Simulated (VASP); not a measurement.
# B (Pnnm) in VASP: single point with PBE

Aim: the single point of B with PBE.

All numbers are computed with VASP 6.6.1; they aren't measurements. Logs are shortened: lines on timing, memory, paths and dates and some standing lists are left out, and cuts for length are marked.

### 1 The crystal as given

It takes space group Pnnm (No. 58, orthorhombic). Conventional cell: a = 2.726 Å, b = 4.530 Å, c = 7.694 Å, α = 90.00°, β = 90.00°, γ = 90.00°. B (site symmetry 1) has 4 B at 1.61 to 1.77 Å as nearest neighbours. B (site symmetry m) is surrounded by 4 B at 1.61 to 1.75 Å.

The cell was built by a generator and needn't be a form met in nature.

### 2 Single point, PBE

File INCAR:

```
SYSTEM = B
PREC = Accurate
ENCUT = 520
EDIFF = 1E-6
ISMEAR = 0
SIGMA = 0.1
LREAL = .FALSE.
LASPH = .TRUE.
NELM = 100
ALGO = Normal
ISIF = 2
LWAVE = .FALSE.
LCHARG = .TRUE.
GGA = PE
LELF = .TRUE.
LVHAR = .TRUE.
NBANDS = 30
```

File KPOINTS:

```
regular mesh
0
G
  6 4 2
  0 0 0
```

File POSCAR:

```
B
1.0
    2.7258821900      0.0000000000      0.0000000000
    0.0000000000      4.5304882000      0.0000000000
    0.0000000000      0.0000000000      7.6936851600
B
12
Direct
    0.8842754200      0.3179978700      0.2012293300
    0.3842754200      0.1820021300      0.2987706700
    0.6157245800      0.8179978700      0.2987706700
    0.1157245800      0.6820021300      0.2012293300
    0.1157245800      0.6820021300      0.7987706700
    0.6157245800      0.8179978700      0.7012293300
    0.3842754200      0.1820021300      0.7012293300
    0.8842754200      0.3179978700      0.7987706700
    0.7474270600      0.8809678000      0.5000000000
    0.2474270600      0.6190322000      0.0000000000
    0.7525729400      0.3809678000      0.0000000000
    0.2525729400      0.1190322000      0.5000000000
```

Potentials or basis: VASP PAW PBE potentials, release 64 (B).

Command:

```console
$ cat potpaw_PBE.64/B/POTCAR > POTCAR
$ mpirun -np 1 vasp_std > vasp.out
```

OUTCAR:

```text
SYSTEM = B
   PREC = Accurate
   ENCUT = 520
   EDIFF = 1E-6
   ISMEAR = 0
   LREAL = .FALSE.
   LASPH = .TRUE.
   NELM = 100
   ISIF = 2
   GGA = PE

 ion  position               nearest neighbor table
   1  0.884  0.318  0.201-  11 1.61   2 1.67   2 1.67   4 1.77
   2  0.384  0.182  0.299-  12 1.61   1 1.67   1 1.67   3 1.77
   3  0.616  0.818  0.299-   9 1.61   4 1.67   4 1.67   2 1.77
   4  0.116  0.682  0.201-  10 1.61   3 1.67   3 1.67   1 1.77
   5  0.116  0.682  0.799-  10 1.61   6 1.67   6 1.67   8 1.77
   6  0.616  0.818  0.701-   9 1.61   5 1.67   5 1.67   7 1.77
   7  0.384  0.182  0.701-  12 1.61   8 1.67   8 1.67   6 1.77
   8  0.884  0.318  0.799-  11 1.61   7 1.67   7 1.67   5 1.77
   9  0.747  0.881  0.500-   3 1.61   6 1.61  12 1.73  12 1.75
  10  0.247  0.619  0.000-   4 1.61   5 1.61  11 1.73  11 1.75
  11  0.753  0.381  0.000-   1 1.61   8 1.61  10 1.73  10 1.75
  12  0.253  0.119  0.500-   2 1.61   7 1.61   9 1.73   9 1.75

  LATTYP: Found a simple orthorhombic cell.
 ALAT       =     2.7258821900
 B/A-ratio  =     1.6620264135
 C/A-ratio  =     2.8224569603

  Lattice vectors:

 A1 = (   2.7258821900,   0.0000000000,   0.0000000000)
 A2 = (   0.0000000000,   4.5304882000,   0.0000000000)
 A3 = (   0.0000000000,   0.0000000000,   7.6936851600)

Analysis of symmetry for initial positions (statically):
=====================================================================
 Subroutine PRICEL returns:
 Original cell was already a primitive cell.

 Routine SETGRP: Setting up the symmetry group for a
 simple orthorhombic supercell.

 Subroutine GETGRP returns: Found  8 space group operations
 (whereof  4 operations were pure point group operations)
 out of a pool of  8 trial point group operations.

The static configuration has the point symmetry C_2h.
 The point group associated with its full space group is D_2h.

Analysis of symmetry for dynamics (positions and initial velocities):
=====================================================================
 Subroutine PRICEL returns:
 Original cell was already a primitive cell.

 Routine SETGRP: Setting up the symmetry group for a
 simple orthorhombic supercell.

 Subroutine GETGRP returns: Found  8 space group operations
 (whereof  4 operations were pure point group operations)
 out of a pool of  8 trial point group operations.

The dynamic configuration has the point symmetry C_2h.
 The point group associated with its full space group is D_2h.

 Subroutine INISYM returns: Found  8 space group operations
 (whereof  4 operations are pure point group operations),
 and found     1 'primitive' translations

----------------------------------------------------------------------------------------

                                     Primitive cell

  volume of cell :      95.0138

  direct lattice vectors                    reciprocal lattice vectors
     2.725882190  0.000000000  0.000000000     0.366853712  0.000000000  0.000000000
     0.000000000  4.530488200  0.000000000     0.000000000  0.220726764  0.000000000
     0.000000000  0.000000000  7.693685160     0.000000000  0.000000000  0.129976725

  length of vectors
     2.725882190  4.530488200  7.693685160     0.366853712  0.220726764  0.129976725

  position of ions in fractional coordinates (direct lattice)
     0.884275420  0.317997870  0.201229330
     0.384275420  0.182002130  0.298770670
     0.615724580  0.817997870  0.298770670
     0.115724580  0.682002130  0.201229330
     0.115724580  0.682002130  0.798770670
     0.615724580  0.817997870  0.701229330
     0.384275420  0.182002130  0.701229330
     0.884275420  0.317997870  0.798770670
     0.747427060  0.880967800  0.500000000
     0.247427060  0.619032200  0.000000000
     0.752572940  0.380967800  0.000000000
     0.252572940  0.119032200  0.500000000

  ion indices of the primitive-cell ions
   primitive index   ion index
                 1           1
                 2           2
                 3           3
                 4           4
                 5           5
                 6           6
                 7           7
                 8           8
                 9           9
                10          10
                11          11
                12          12

----------------------------------------------------------------------------------------

 KPOINTS: regular mesh

Automatic generation of k-mesh.
 Grid dimensions read from file:
 generate k-points for:    6    4    2

 Generating k-lattice:

  Cartesian coordinates                     Fractional coordinates (reciprocal lattice)
     0.061142285  0.000000000  0.000000000     0.166666667  0.000000000  0.000000000
     0.000000000  0.055181691  0.000000000     0.000000000  0.250000000  0.000000000
     0.000000000  0.000000000  0.064988362     0.000000000  0.000000000  0.500000000

  Length of vectors
     0.061142285  0.055181691  0.064988362

  Shift w.r.t. Gamma in fractional coordinates (k-lattice)
     0.000000000  0.000000000  0.000000000

 Subroutine IBZKPT returns following result:
 ===========================================

 Found     24 irreducible k-points:

 Following reciprocal coordinates:
            Coordinates               Weight
  0.000000  0.000000  0.000000      1.000000
  0.166667  0.000000  0.000000      2.000000
  0.333333  0.000000  0.000000      2.000000
  0.500000  0.000000  0.000000      1.000000
  0.000000  0.250000  0.000000      2.000000
  0.166667  0.250000  0.000000      4.000000
[... 16 lines left out ...]
  0.333333  0.500000  0.500000      2.000000
  0.500000  0.500000  0.500000      1.000000
   k-points           NKPTS =     24   k-points in BZ     NKDIM =     24   number of bands    NBANDS=     30
   number of dos      NEDOS =    301   number of ions     NIONS =     12
   total plane-waves  NPLWV =  43200
   dimension x,y,z NGX =    20 NGY =   36 NGZ =   60
   dimension x,y,z NGXF=    40 NGYF=   72 NGZF=  120
   ions per type =              12
   NGX,Y,Z   is equivalent  to a cutoff of  12.20, 13.21, 12.96 a.u.
   NGXF,Y,Z  is equivalent  to a cutoff of  24.40, 26.42, 25.93 a.u.
 SYSTEM =  B
   PREC   = accura    normal or accurate (medium, high low for compatibility)
   ISTART =      0    job   : 0-new  1-cont  2-samecut
   ICHARG =      2    charge: 1-file 2-atom 10-const
   ISPIN  =      1    spin polarized calculation?
   LNONCOLLINEAR =      F non collinear calculations
   LSORBIT =      F    spin-orbit coupling
   LASPH  =      T    aspherical Exc in radial PAW
   ENCUT  =  520.0 eV  38.22 Ry    6.18 a.u.   5.07  8.42 14.31*2*pi/ulx,y,z
   NELM   =    100;   NELMIN=  2; NELMDL= -5     # of ELM steps
   EDIFF  = 0.1E-05   stopping-criterion for ELM
   LREAL  =      F    real-space projection
   EDIFFG = 0.1E-04   stopping-criterion for IOM
   NSW    =      0    number of steps for IOM
   IBRION =     -1    ionic relax: 0-MD 1-quasi-New 2-CG
   NFREE  =      0    steps in history (QN), initial steepest desc. (CG)
   ISIF   =      2    stress and relaxation
   ISYM   =      2    0-nonsym 1-usesym 2-fastsym
   POTIM  = 0.5000    time-step for ionic-motion
   TEBEG  =    0.0;   TEEND  =   0.0 temperature during run
   PSTRESS=    0.0 pullay stress
   NELECT =      36.0000    total number of electrons
   NUPDOWN=      -1.0000    fix difference up-down
   EMIN   =  10.00;   EMAX   =-10.00  energy-range for DOS
   EFERMI =   0.00;   METHOD = LEGACY
   ISMEAR =     0;   SIGMA  =   0.10  broadening in eV -4-tet -1-fermi 0-gaus
   EFERMI_NEDOS =   21; number of points for ismear=-14 and -15
   IALGO  =     38    algorithm
   IMIX   =      4    mixing-type and parameters
     AMIX     =   0.40;   BMIX     =  1.00
     AMIX_MAG =   1.60;   BMIX_MAG =  1.00
  volume/ion in A,a.u.               =       7.92        53.43
  Fermi-wavevector in a.u.,A,eV,Ry     =   1.184623  2.238613 19.093487  1.403332
  Thomas-Fermi vector in A             =   2.320833
   LORBIT       =      0    0 simple, 1 ext, 2 COOP (PROOUT), +10 PAW based schemes
   GGA     = PE    functional components
   LHFCALC =     F    Hartree Fock is set to
   AEXX    =    0.0000 exact exchange contribution
   IVDW    =     0    specifies the selected vdW correction
   LEPSILON=     F    determine dielectric tensor
   LRPA    =     F    only Hartree local field effects (RPA)
 non-spin polarized calculation
 Gauss-broadening in eV      SIGMA  =   0.10
  energy-cutoff  :      520.00
  volume of cell :       95.01
 maximum number of plane-waves:      2584
   NGX = 11   NGY = 17   NGZ = 29

 number of electron      35.9999999 magnetization

 Free energy of the ion-electron system (eV)
  ---------------------------------------------------
  ext. energy  EPLUGINS =         0.00000000
  ---------------------------------------------------
  free energy    TOTEN  =       -66.39014153 eV

  energy without entropy =      -66.37019053  energy(sigma->0) =      -66.38016603

 E-fermi :   4.6770     XC(G=0): -11.0975

 val. band max:        4.6320336389   @ k =   0.5000   0.2500   0.5000
 cond. band min:       4.6961928584   @ k =   0.3333   0.0000   0.5000
 fundamental gap:      0.0641592195
 Fermi energy:         4.6770316036

 k-point     1 :       0.0000    0.0000    0.0000
  band No.  band energies     occupation
      1     -10.0694      2.00000
      2      -8.4256      2.00000
      3      -8.4035      2.00000
      4      -4.7590      2.00000
      5      -3.6290      2.00000
      6      -3.0630      2.00000
[... 22 lines left out ...]
     29      14.0544      0.00000
     30      14.0571      0.00000
[... 728 lines left out ...]
  band No.  band energies     occupation
      1      -6.0714      2.00000
      2      -6.0714      2.00000
      3      -4.4307      2.00000
      4      -4.4307      2.00000
      5      -3.8277      2.00000
      6      -3.8277      2.00000
[... 22 lines left out ...]
     29      13.4494      0.00000
     30      13.5052      0.00000

------------------------ aborting loop because EDIFF is reached ----------------------------------------

  FORCE on cell =-STRESS in cart. coord.  units (eV):
  Direction    XX          YY          ZZ          XY          YZ          ZX
  --------------------------------------------------------------------------------------
  -------------------------------------------------------------------------------------
  Total       26.2386645      8.0412260     19.6536183      0.0000000      0.0000000      0.0000000
  in kB      442.4516433    135.5958358    331.4107585      0.0000000      0.0000000      0.0000000
  external PRESSURE =     303.1527459 kB  Pullay stress =       0.0000000 kB

 VOLUME and BASIS-vectors are now :
 -----------------------------------------------------------------------------
  energy-cutoff  :      520.00
  volume of cell :       95.01
      direct lattice vectors                 reciprocal lattice vectors
     2.725882190  0.000000000  0.000000000     0.366853712  0.000000000  0.000000000
     0.000000000  4.530488200  0.000000000     0.000000000  0.220726764  0.000000000
     0.000000000  0.000000000  7.693685160     0.000000000  0.000000000  0.129976725

 POSITION                                       TOTAL-FORCE (eV/Angst)
 -----------------------------------------------------------------------------------
      2.41043      1.44069      1.54820        -0.199584     -0.781765      0.002576
      1.04749      0.82456      2.29865        -0.199584      0.781765     -0.002576
      1.67839      3.70593      2.29865         0.199584     -0.781765     -0.002576
      0.31545      3.08980      1.54820         0.199584      0.781765      0.002576
      0.31545      3.08980      6.14549         0.199584      0.781765     -0.002576
      1.67839      3.70593      5.39504         0.199584     -0.781765      0.002576
      1.04749      0.82456      5.39504        -0.199584      0.781765      0.002576
      2.41043      1.44069      6.14549        -0.199584     -0.781765     -0.002576
      2.03740      3.99121      3.84684         1.883075     -0.137014      0.000000
      0.67446      2.80452      0.00000         1.883075      0.137014      0.000000
      2.05143      1.72597      0.00000        -1.883075     -0.137014      0.000000
      0.68848      0.53927      3.84684        -1.883075      0.137014     -0.000000
 -----------------------------------------------------------------------------------
    total drift:                                0.000000     -0.000000     -0.000000

  FREE ENERGIE OF THE ION-ELECTRON SYSTEM (eV)
  ---------------------------------------------------
  free  energy   TOTEN  =       -66.3901415297 eV

  energy  without entropy=      -66.3701905275  energy(sigma->0) =      -66.38016603
```

Run time: 51 s. Hardware: 1 thread of Intel Xeon Platinum 8375C at 2.90GHz (Ice Lake), shared host; peak memory 0.2 GiB.

Results:

```yaml
Free_energy: -66.3901 eV
Pressure: 30.3 GPa
Largest_force: 1.888 eV/Å
Band_gap_on_the_k_mesh: none (metal or under the smearing width)
```

Forces on the atoms (eV/Å):
```
B   -0.200 -0.782  0.003
B   -0.200  0.782 -0.003
B    0.200 -0.782 -0.003
B    0.200  0.782  0.003
B    0.200  0.782 -0.003
B    0.200 -0.782  0.003
B   -0.200  0.782  0.003
B   -0.200 -0.782 -0.003
B    1.883 -0.137  0.000
B    1.883  0.137  0.000
B   -1.883 -0.137  0.000
B   -1.883  0.137  0.000
```

Stress tensor (GPa, compression positive):
```
44.25  0.00  0.00
 0.00 13.56  0.00
 0.00  0.00 33.14
```

Caveat: the k mesh is coarse (spacing up to 0.41 Å⁻¹), so the values aren't converged; a pressure of tens of GPa on the cell as given is suspect, and the run, the potentials or the cell itself is likely at fault; forces of over 1 eV/Å show positions far from the minimum, so gaps and moduli don't describe the material at rest.
